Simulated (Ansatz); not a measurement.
# CdTe: a point defect seen from the nuclei (H on a Te site)

Aim: the field gradients at and around a point defect: H on a Te site in CdTe, cell charge +1. The cell is a supercell built from a structure deposited in the COD (the entry's cell lengths or inner coordinates differ somewhat from later room-temperature determinations). Planned: a single point, then a relaxation.

The COD entry's cell or inner coordinates are ideal or old and differ from later refinements, so a difference from it is no clean test against experiment.

Program: Ansatz 0.2.0. Level of theory: DFT, PBE, plane-wave PAW, default files, scalar-relativistic. These are calculated values, not measurements.

### Step 1. Starting point

The structure is cubic, space group F-43m (No. 216). Conventional cell: a = 19.230 Å, b = 19.230 Å, c = 19.230 Å, α = 90.00°, β = 90.00°, γ = 90.00°. Around Cd (site symmetry 3m) lie 1 H at 2.78 Å and 3 Te at 2.78 Å. Cd (site symmetry 2mm) is surrounded by 4 Te at 2.78 Å. Cd (site symmetry m) has 4 Te at 2.78 Å as nearest neighbours. Around Cd (site symmetry -43m) lie 4 Te at 2.78 Å. Around Cd (site symmetry 3m) lie 4 Te at 2.78 Å. H (site symmetry -43m) is surrounded by 4 Cd at 2.78 Å. Around Te (site symmetry m) lie 4 Cd at 2.78 Å. Around Te (site symmetry 3m) lie 4 Cd at 2.78 Å. Only part of the 10 independent sites is listed.

Coordinates:

```
Cd H Te
1.0
     0.00000    9.61500    9.61500
     9.61500    0.00000    9.61500
     9.61500    9.61500    0.00000
Cd H Te
27 1 26
Direct
  0.00000 0.00000 0.00000
  0.00000 0.00000 0.33333
  0.00000 0.00000 0.66667
  0.00000 0.33333 0.00000
  0.00000 0.33333 0.33333
  0.00000 0.33333 0.66667
  0.00000 0.66667 0.00000
  0.00000 0.66667 0.33333
  0.00000 0.66667 0.66667
  0.33333 0.00000 0.00000
  0.33333 0.00000 0.33333
  0.33333 0.00000 0.66667
  0.33333 0.33333 0.00000
  0.33333 0.33333 0.33333
  0.33333 0.33333 0.66667
  0.33333 0.66667 0.00000
  0.33333 0.66667 0.33333
  0.33333 0.66667 0.66667
  0.66667 0.00000 0.00000
  0.66667 0.00000 0.33333
  0.66667 0.00000 0.66667
  0.66667 0.33333 0.00000
  0.66667 0.33333 0.33333
  0.66667 0.33333 0.66667
  0.66667 0.66667 0.00000
  0.66667 0.66667 0.33333
  0.66667 0.66667 0.66667
  0.08333 0.08333 0.08333
  0.08333 0.08333 0.41667
  0.08333 0.08333 0.75000
  0.08333 0.41667 0.08333
  0.08333 0.41667 0.41667
  0.08333 0.41667 0.75000
  0.08333 0.75000 0.08333
  0.08333 0.75000 0.41667
  0.08333 0.75000 0.75000
  0.41667 0.08333 0.08333
  0.41667 0.08333 0.41667
  0.41667 0.08333 0.75000
  0.41667 0.41667 0.08333
  0.41667 0.41667 0.41667
  0.41667 0.41667 0.75000
  0.41667 0.75000 0.08333
  0.41667 0.75000 0.41667
  0.41667 0.75000 0.75000
  0.75000 0.08333 0.08333
  0.75000 0.08333 0.41667
  0.75000 0.08333 0.75000
  0.75000 0.41667 0.08333
  0.75000 0.41667 0.41667
  0.75000 0.41667 0.75000
  0.75000 0.75000 0.08333
  0.75000 0.75000 0.41667
  0.75000 0.75000 0.75000
```

Atom 28 of the input is the impurity.

### Step 2. Single point at the given positions

The input, input.yaml:

```yaml
crystal:
  lattice:
    - [0.0, 9.615, 9.615]
    - [9.615, 0.0, 9.615]
    - [9.615, 9.615, 0.0]
  atoms:
    - { symbol: Cd, position: [0.0, 0.0, 0.0] }
    - { symbol: Cd, position: [0.0, 0.0, 0.3333333333] }
    - { symbol: Cd, position: [0.0, 0.0, 0.6666666667] }
    - { symbol: Cd, position: [0.0, 0.3333333333, 0.0] }
    - { symbol: Cd, position: [0.0, 0.3333333333, 0.3333333333] }
    - { symbol: Cd, position: [0.0, 0.3333333333, 0.6666666667] }
    - { symbol: Cd, position: [0.0, 0.6666666667, 0.0] }
    - { symbol: Cd, position: [0.0, 0.6666666667, 0.3333333333] }
    - { symbol: Cd, position: [0.0, 0.6666666667, 0.6666666667] }
    - { symbol: Cd, position: [0.3333333333, 0.0, 0.0] }
    - { symbol: Cd, position: [0.3333333333, 0.0, 0.3333333333] }
    - { symbol: Cd, position: [0.3333333333, 0.0, 0.6666666667] }
    - { symbol: Cd, position: [0.3333333333, 0.3333333333, 0.0] }
    - { symbol: Cd, position: [0.3333333333, 0.3333333333, 0.3333333333] }
    - { symbol: Cd, position: [0.3333333333, 0.3333333333, 0.6666666667] }
    - { symbol: Cd, position: [0.3333333333, 0.6666666667, 0.0] }
    - { symbol: Cd, position: [0.3333333333, 0.6666666667, 0.3333333333] }
    - { symbol: Cd, position: [0.3333333333, 0.6666666667, 0.6666666667] }
    - { symbol: Cd, position: [0.6666666667, 0.0, 0.0] }
    - { symbol: Cd, position: [0.6666666667, 0.0, 0.3333333333] }
    - { symbol: Cd, position: [0.6666666667, 0.0, 0.6666666667] }
    - { symbol: Cd, position: [0.6666666667, 0.3333333333, 0.0] }
    - { symbol: Cd, position: [0.6666666667, 0.3333333333, 0.3333333333] }
    - { symbol: Cd, position: [0.6666666667, 0.3333333333, 0.6666666667] }
    - { symbol: Cd, position: [0.6666666667, 0.6666666667, 0.0] }
    - { symbol: Cd, position: [0.6666666667, 0.6666666667, 0.3333333333] }
    - { symbol: Cd, position: [0.6666666667, 0.6666666667, 0.6666666667] }
    - { symbol: H, position: [0.0833333333, 0.0833333333, 0.0833333333] }
    - { symbol: Te, position: [0.0833333333, 0.0833333333, 0.4166666667] }
    - { symbol: Te, position: [0.0833333333, 0.0833333333, 0.75] }
    - { symbol: Te, position: [0.0833333333, 0.4166666667, 0.0833333333] }
    - { symbol: Te, position: [0.0833333333, 0.4166666667, 0.4166666667] }
    - { symbol: Te, position: [0.0833333333, 0.4166666667, 0.75] }
    - { symbol: Te, position: [0.0833333333, 0.75, 0.0833333333] }
    - { symbol: Te, position: [0.0833333333, 0.75, 0.4166666667] }
    - { symbol: Te, position: [0.0833333333, 0.75, 0.75] }
    - { symbol: Te, position: [0.4166666667, 0.0833333333, 0.0833333333] }
    - { symbol: Te, position: [0.4166666667, 0.0833333333, 0.4166666667] }
    - { symbol: Te, position: [0.4166666667, 0.0833333333, 0.75] }
    - { symbol: Te, position: [0.4166666667, 0.4166666667, 0.0833333333] }
    - { symbol: Te, position: [0.4166666667, 0.4166666667, 0.4166666667] }
    - { symbol: Te, position: [0.4166666667, 0.4166666667, 0.75] }
    - { symbol: Te, position: [0.4166666667, 0.75, 0.0833333333] }
    - { symbol: Te, position: [0.4166666667, 0.75, 0.4166666667] }
    - { symbol: Te, position: [0.4166666667, 0.75, 0.75] }
    - { symbol: Te, position: [0.75, 0.0833333333, 0.0833333333] }
    - { symbol: Te, position: [0.75, 0.0833333333, 0.4166666667] }
    - { symbol: Te, position: [0.75, 0.0833333333, 0.75] }
    - { symbol: Te, position: [0.75, 0.4166666667, 0.0833333333] }
    - { symbol: Te, position: [0.75, 0.4166666667, 0.4166666667] }
    - { symbol: Te, position: [0.75, 0.4166666667, 0.75] }
    - { symbol: Te, position: [0.75, 0.75, 0.0833333333] }
    - { symbol: Te, position: [0.75, 0.75, 0.4166666667] }
    - { symbol: Te, position: [0.75, 0.75, 0.75] }
total_charge: 1
kpoints:
  mp_grid: { grid: [2, 2, 2] }
scf:
  occupations: { method: fermi_dirac, width: 0.01 }
hamiltonian:
  xc: pbe
  pseudopotentials: { kind: paw }
output:
  forces: true
  stress: true
  populations: true
  efg:
    quadrupole_moments_barn: { H: 0.00285783 }
    contact_densities: true
```

Run with:

```console
$ ansatz run input.yaml --threads 4 --pin off --max-ram 10240MiB --backend cpu --events-out ev --progress --plain --runs-dir out
```

Output:

```text
Warning: RAYON_NUM_THREADS=4 ignored (pool sized by the plan → 4); use --threads N
Cd, Te: output.efg is read without spin–orbit coupling, which moves field gradients at and beside such atoms by some per cent and up to a factor of two; PAW files take it under magnetization.noncollinear and magnetization.spin_orbit
Engine: ansatz 0.2.0, aarch64-unknown-linux-gnu
Pseudopotentials: kind: paw
Pseudopotential: Cd, paw, valence charge 20, recommended cutoff 420 eV (normal), Cd.paw.azcp
Pseudopotential: H, paw, valence charge 1, recommended cutoff 420 eV (normal), H.paw.azcp
Pseudopotential: Te, paw, valence charge 16, recommended cutoff 420 eV (normal), Te.paw.azcp
Functional definition: PBE
  parameter kappa = 0.804
  parameter beta = 0.06672455060314922
  exchange = pbe_x(kappa = kappa, mu = beta*pi^2/3)
  correlation = pbe_c(beta = beta)
Crystal: 54 atoms, lattice volume = 1777.779 Å³
Basis set: ecut = 420 eV, 34717 PW (Γ), exchange–correlation on 192×192×192 points (8 copies of the dense FFT grid, shifted against one another)
Bands: 574, of which v1, the nominal top of the filled ones, is band 478 counted from 1 (477 counted from 0)
Symmetry: 24 space group operations
Space group: F-43m (ITA 216), of the structure as read, at distance tolerance 1.2e-4 Å
k-points: 3 of 8
Non-local potential: Cd, projectors of the file, l = 0: 3, l = 1: 2, l = 2: 2, l = 3: 1
Non-local potential: H, projectors of the file, l = 0: 2, l = 1: 1
Non-local potential: Te, projectors of the file, l = 0: 2, l = 1: 2, l = 2: 2, l = 3: 2
PAW form: soft (Blöchl's): semilocal exchange-correlation on the pseudo side does not see the compensation charge
PAW one-centre angular grid: Cd, 590 points (default); XC on 64 Gauss nodes
PAW one-centre angular grid: H, 110 points (default); XC on 64 Gauss nodes
PAW one-centre angular grid: Te, 590 points (default); XC on 64 Gauss nodes
Initial density: superposition of atomic densities (neutral atoms scaled as one to the charged cell's electrons: chi_scale 0, normalization atom), corrected by the library's trained network
Initial wavefunctions: pseudopotential atomic-orbital guess
Functional: x = pbe(κ = 0.804, μ = 0.2195149727645171), c = pbe(β = 0.06672455060314922)
SCF iter   1: F=—  HF=-404393.406524 eV  |F-HF|=—  |Δ(HF+E_count)|=         —  Δρ=5.06e-3  dr2=5.20e-1  ethr=1.77e-3  ⟨swp⟩=6.0  Hψ=6136  notcnv=0  defer=105
preconditioner: auto → Resta (q_TF=auto, 2.460 Å⁻¹)  ε∞=3.9  [insulator: Δε(μ)=1.025 eV  Ē_g=11.305 eV  σ=0.010 eV  W_gap=1.00  n_scr=458 (ndim 8)  ℏωp=19.3 eV  f_vac=0.184  D(μ)=0.00/eV (n_scr^D=0)  ε∞_Penn≈3.9]
SCF iter   2: F=—  HF=-404393.257268 eV  |F-HF|=—  |Δ(HF+E_count)|=   1.49e-1  Δρ=1.11e-3  dr2=3.84e-2  ethr=5.44e-5  ⟨swp⟩=2.3  Hψ=2697  notcnv=0  defer=266
SCF iter   3: F=—  HF=-404393.250248 eV  |F-HF|=—  |Δ(HF+E_count)|=   7.02e-3  Δρ=5.41e-4  dr2=9.30e-3  ethr=4.02e-6  ⟨swp⟩=2.3  Hψ=2186  notcnv=0  defer=266
SCF iter   4: F=—  HF=-404393.249844 eV  |F-HF|=—  |Δ(HF+E_count)|=   4.04e-4  Δρ=1.44e-4  dr2=5.94e-4  ethr=9.73e-7  ⟨swp⟩=2.3  Hψ=2200  notcnv=0  defer=266
SCF iter   5: F=—  HF=-404393.250106 eV  |F-HF|=—  |Δ(HF+E_count)|=   2.62e-4  Δρ=4.84e-5  dr2=7.60e-5  ethr=6.22e-8  ⟨swp⟩=2.0  Hψ=2175  notcnv=0  defer=266
SCF iter   6: F=—  HF=-404393.249453 eV  |F-HF|=—  |Δ(HF+E_count)|=   6.53e-4  Δρ=2.05e-5  dr2=9.22e-6  ethr=7.95e-9  ⟨swp⟩=2.0  Hψ=2742  notcnv=0  defer=266
SCF iter   7: F=—  HF=-404393.249462 eV  |F-HF|=—  |Δ(HF+E_count)|=   9.07e-6  Δρ=5.04e-6  dr2=6.66e-7  ethr=9.64e-10  ⟨swp⟩=2.0  Hψ=2566  notcnv=0  defer=266
SCF iter   8: F=-404393.249463 eV  HF=-404393.249463 eV  |F-HF|=1.05e-7  |Δ(HF+E_count)|=   8.86e-7  Δρ=1.90e-6  dr2=8.06e-8  ethr=1.05e-11  ⟨swp⟩=14.7  Hψ=10076  notcnv=0
SCF 1 converged in 8 iterations: F = -404393.249463 eV  dr2 = 8.06e-8
SCF converged after 8 iterations
Free energy (F): -404393.249463 eV
Harris-Foulkes:  -404393.249463 eV  (|F-HF|=1.05e-7)
Internal energy: -404393.249463 eV  (E = F + TS)
E sigma→0 (E₀):  -404393.249463 eV
Fermi energy:    8.179482 eV
--- Per-component energies (eV) ---
[... 15 lines left out ...]
--- Forces (eV/Å), atoms counted from 1 ---
  atom   1  Cd     0.19126040     0.19126040     0.19126040
  atom   2  Cd    -0.19126040    -0.19126040     0.19126040
  atom   3  Cd     0.00000000    -0.00000000    -0.16602983
  atom   4  Cd    -0.19126040     0.19126040    -0.19126040
  atom   5  Cd     0.08323200    -0.01498671    -0.01498671
  atom   6  Cd     0.01498671    -0.08323200    -0.01498671
[... 48 lines left out ...]
  max |Σ_I F_I| component: 2.68e-16 eV/Å
--- Stress (GPa, compression-positive) ---
        3.761631       0.000000      -0.000000
        0.000000       3.761631       0.000000
       -0.000000       0.000000       3.761631
  P = ⅓ Tr σ = 3.7616 GPa (37.616 kbar)
--- PAW observables at the nuclei: V_zz in 10²¹ V/m², potentials from the cell's mean, atoms counted from 1 ---
  atom   1  Cd V_zz =   +14.745969   η = 0.0000   by run symmetry: allowed
            electrostatic potential = -7704.294669 V   contact ρ = 1035923.767655 e/Å³
  atom   2  Cd V_zz =   +14.745969   η = 0.0000   by run symmetry: allowed
            electrostatic potential = -7704.294669 V   contact ρ = 1035923.767655 e/Å³
  atom   3  Cd V_zz =    -1.034912   η = 0.3374   by run symmetry: allowed
            electrostatic potential = -7704.523450 V   contact ρ = 1035922.039730 e/Å³
  atom   4  Cd V_zz =   +14.745969   η = 0.0000   by run symmetry: allowed
            electrostatic potential = -7704.294669 V   contact ρ = 1035923.767655 e/Å³
  atom   5  Cd V_zz =    -0.487163   η = 0.7329   by run symmetry: allowed
            electrostatic potential = -7704.602211 V   contact ρ = 1035922.217395 e/Å³
  atom   6  Cd V_zz =    -0.487163   η = 0.7329   by run symmetry: allowed
            electrostatic potential = -7704.602211 V   contact ρ = 1035922.217395 e/Å³
  atom   7  Cd V_zz =    -1.034912   η = 0.3374   by run symmetry: allowed
            electrostatic potential = -7704.523450 V   contact ρ = 1035922.039730 e/Å³
  atom   8  Cd V_zz =    -0.487163   η = 0.7329   by run symmetry: allowed
            electrostatic potential = -7704.602211 V   contact ρ = 1035922.217395 e/Å³
  atom   9  Cd V_zz =    -1.034912   η = 0.3374   by run symmetry: allowed
            electrostatic potential = -7704.523450 V   contact ρ = 1035922.039730 e/Å³
  atom  10  Cd V_zz =   +14.745969   η = 0.0000   by run symmetry: allowed
            electrostatic potential = -7704.294669 V   contact ρ = 1035923.767655 e/Å³
  atom  11  Cd V_zz =    -0.487163   η = 0.7329   by run symmetry: allowed
            electrostatic potential = -7704.602211 V   contact ρ = 1035922.217395 e/Å³
  atom  12  Cd V_zz =    -0.487163   η = 0.7329   by run symmetry: allowed
            electrostatic potential = -7704.602211 V   contact ρ = 1035922.217395 e/Å³
  atom  13  Cd V_zz =    -0.487163   η = 0.7329   by run symmetry: allowed
            electrostatic potential = -7704.602211 V   contact ρ = 1035922.217395 e/Å³
  atom  14  Cd V_zz =    -0.000000   η = 0.0000   by run symmetry: forbidden
            electrostatic potential = -7704.660659 V   contact ρ = 1035922.220085 e/Å³
  atom  15  Cd V_zz =    -0.487163   η = 0.7329   by run symmetry: allowed
            electrostatic potential = -7704.602211 V   contact ρ = 1035922.217395 e/Å³
  atom  16  Cd V_zz =    -0.487163   η = 0.7329   by run symmetry: allowed
            electrostatic potential = -7704.602211 V   contact ρ = 1035922.217395 e/Å³
  atom  17  Cd V_zz =    -0.487163   η = 0.7329   by run symmetry: allowed
            electrostatic potential = -7704.602211 V   contact ρ = 1035922.217395 e/Å³
  atom  18  Cd V_zz =    +0.130979   η = 0.0000   by run symmetry: allowed
            electrostatic potential = -7704.669842 V   contact ρ = 1035922.062272 e/Å³
  atom  19  Cd V_zz =    -1.034912   η = 0.3374   by run symmetry: allowed
            electrostatic potential = -7704.523450 V   contact ρ = 1035922.039730 e/Å³
  atom  20  Cd V_zz =    -0.487163   η = 0.7329   by run symmetry: allowed
            electrostatic potential = -7704.602211 V   contact ρ = 1035922.217395 e/Å³
  atom  21  Cd V_zz =    -1.034912   η = 0.3374   by run symmetry: allowed
            electrostatic potential = -7704.523450 V   contact ρ = 1035922.039730 e/Å³
  atom  22  Cd V_zz =    -0.487163   η = 0.7329   by run symmetry: allowed
            electrostatic potential = -7704.602211 V   contact ρ = 1035922.217395 e/Å³
  atom  23  Cd V_zz =    -0.487163   η = 0.7329   by run symmetry: allowed
            electrostatic potential = -7704.602211 V   contact ρ = 1035922.217395 e/Å³
  atom  24  Cd V_zz =    +0.130979   η = 0.0000   by run symmetry: allowed
            electrostatic potential = -7704.669842 V   contact ρ = 1035922.062272 e/Å³
  atom  25  Cd V_zz =    -1.034912   η = 0.3374   by run symmetry: allowed
            electrostatic potential = -7704.523450 V   contact ρ = 1035922.039730 e/Å³
  atom  26  Cd V_zz =    +0.130979   η = 0.0000   by run symmetry: allowed
            electrostatic potential = -7704.669842 V   contact ρ = 1035922.062272 e/Å³
  atom  27  Cd V_zz =    +0.130979   η = 0.0000   by run symmetry: allowed
            electrostatic potential = -7704.669842 V   contact ρ = 1035922.062272 e/Å³
  atom  28  H  V_zz =    -0.000000   η = 0.0000   by run symmetry: forbidden   C_q = -0.0000 MHz
            electrostatic potential = -43.116433 V   contact ρ = 2.298606 e/Å³
  atom  29  Te V_zz =    +8.303885   η = 0.1238   by run symmetry: allowed
            electrostatic potential = -8646.557032 V   contact ρ = 1468713.564914 e/Å³
  atom  30  Te V_zz =    +8.303885   η = 0.1238   by run symmetry: allowed
            electrostatic potential = -8646.557032 V   contact ρ = 1468713.564914 e/Å³
  atom  31  Te V_zz =    +8.303885   η = 0.1238   by run symmetry: allowed
            electrostatic potential = -8646.557032 V   contact ρ = 1468713.564914 e/Å³
  atom  32  Te V_zz =    -1.258011   η = 0.0000   by run symmetry: allowed
            electrostatic potential = -8646.718200 V   contact ρ = 1468712.240049 e/Å³
  atom  33  Te V_zz =    +8.303885   η = 0.1238   by run symmetry: allowed
            electrostatic potential = -8646.557032 V   contact ρ = 1468713.564914 e/Å³
  atom  34  Te V_zz =    +8.303885   η = 0.1238   by run symmetry: allowed
            electrostatic potential = -8646.557032 V   contact ρ = 1468713.564914 e/Å³
  atom  35  Te V_zz =    +8.303885   η = 0.1238   by run symmetry: allowed
            electrostatic potential = -8646.557032 V   contact ρ = 1468713.564914 e/Å³
  atom  36  Te V_zz =    -1.573114   η = 0.0000   by run symmetry: allowed
            electrostatic potential = -8646.705816 V   contact ρ = 1468712.360795 e/Å³
  atom  37  Te V_zz =    +8.303885   η = 0.1238   by run symmetry: allowed
            electrostatic potential = -8646.557032 V   contact ρ = 1468713.564914 e/Å³
  atom  38  Te V_zz =    -1.258011   η = 0.0000   by run symmetry: allowed
            electrostatic potential = -8646.718200 V   contact ρ = 1468712.240049 e/Å³
  atom  39  Te V_zz =    +8.303885   η = 0.1238   by run symmetry: allowed
            electrostatic potential = -8646.557032 V   contact ρ = 1468713.564914 e/Å³
  atom  40  Te V_zz =    -1.258011   η = 0.0000   by run symmetry: allowed
            electrostatic potential = -8646.718200 V   contact ρ = 1468712.240049 e/Å³
  atom  41  Te V_zz =    -1.258011   η = 0.0000   by run symmetry: allowed
            electrostatic potential = -8646.718200 V   contact ρ = 1468712.240049 e/Å³
  atom  42  Te V_zz =    -0.496934   η = 0.5224   by run symmetry: allowed
            electrostatic potential = -8646.758013 V   contact ρ = 1468712.224689 e/Å³
  atom  43  Te V_zz =    +8.303885   η = 0.1238   by run symmetry: allowed
            electrostatic potential = -8646.557032 V   contact ρ = 1468713.564914 e/Å³
  atom  44  Te V_zz =    -0.496934   η = 0.5224   by run symmetry: allowed
            electrostatic potential = -8646.758013 V   contact ρ = 1468712.224689 e/Å³
  atom  45  Te V_zz =    -0.496934   η = 0.5224   by run symmetry: allowed
            electrostatic potential = -8646.758013 V   contact ρ = 1468712.224689 e/Å³
  atom  46  Te V_zz =    +8.303885   η = 0.1238   by run symmetry: allowed
            electrostatic potential = -8646.557032 V   contact ρ = 1468713.564914 e/Å³
  atom  47  Te V_zz =    +8.303885   η = 0.1238   by run symmetry: allowed
            electrostatic potential = -8646.557032 V   contact ρ = 1468713.564914 e/Å³
  atom  48  Te V_zz =    -1.573114   η = 0.0000   by run symmetry: allowed
            electrostatic potential = -8646.705816 V   contact ρ = 1468712.360795 e/Å³
  atom  49  Te V_zz =    +8.303885   η = 0.1238   by run symmetry: allowed
            electrostatic potential = -8646.557032 V   contact ρ = 1468713.564914 e/Å³
  atom  50  Te V_zz =    -0.496934   η = 0.5224   by run symmetry: allowed
            electrostatic potential = -8646.758013 V   contact ρ = 1468712.224689 e/Å³
  atom  51  Te V_zz =    -0.496934   η = 0.5224   by run symmetry: allowed
            electrostatic potential = -8646.758013 V   contact ρ = 1468712.224689 e/Å³
  atom  52  Te V_zz =    -1.573114   η = 0.0000   by run symmetry: allowed
            electrostatic potential = -8646.705816 V   contact ρ = 1468712.360795 e/Å³
  atom  53  Te V_zz =    -0.496934   η = 0.5224   by run symmetry: allowed
            electrostatic potential = -8646.758013 V   contact ρ = 1468712.224689 e/Å³
  atom  54  Te V_zz =    -1.573114   η = 0.0000   by run symmetry: allowed
            electrostatic potential = -8646.705816 V   contact ρ = 1468712.360795 e/Å³
--- Band table (eV) ---
[... 3 lines left out ...]
--- Löwdin populations: 54 sites ---
  site symbol       q [e]
[... 54 lines left out ...]
  spilling = 0.006063 (of n_electrons = 956.000000)
```

It took 2.4 min on 4 threads of Arm Neoverse V1, shared host; peak memory 5.9 GiB.

State: gap on the mesh 1.02 eV, largest force 0.331 eV/Å, pressure 3.8 GPa.

The printed gradients, by site:

```tsv
site	atoms	distance from the defect (Å)	V_zz (10²¹ V/m²)	η	C_Q (MHz)
H	28	0.00	0.00	–	0 (²H)
Cd1	1, 2, 4, 10	2.78	14.75	0.00	–
Te29	29, 30, 31, 33, …	4.53	8.30	0.12	–
Cd5	5, 6, 8, 11, …	5.31	-0.49	0.73	–
Te42	42, 44, 45, 50, …	6.41	-0.50	0.52	–
Cd3	3, 7, 9, 19, …	6.99	-1.03	0.34	–
Te36	36, 48, 52, 54	7.85	-1.57	0.00	–
Te32	32, 38, 40, 41	7.85	-1.26	0.00	–
Cd18	18, 24, 26, 27	8.33	0.13	0.00	–
Cd14	14	8.33	0.00	–	–
```

Conventions: |V_zz| ≥ |V_yy| ≥ |V_xx|, η = (V_xx − V_yy)/V_zz, C_Q = eQV_zz/h. Quadrupole moments are those of Pyykkö's year-2017 table. A dash under C_Q marks elements without a common quadrupolar isotope.

Direction of the V_zz axis (Cartesian unit vector):

```tsv
site	atom	x	y	z
Cd1	1	0.58	0.58	0.58
Cd3	3	0.71	-0.71	0.00
Cd5	5	-0.30	0.67	0.67
Cd18	18	0.58	-0.58	-0.58
Te29	29	0.70	0.70	0.17
Te32	32	-0.58	0.58	0.58
Te36	36	-0.58	0.58	0.58
Te42	42	-0.71	0.71	0.00
```

[end of part 1 of 2]
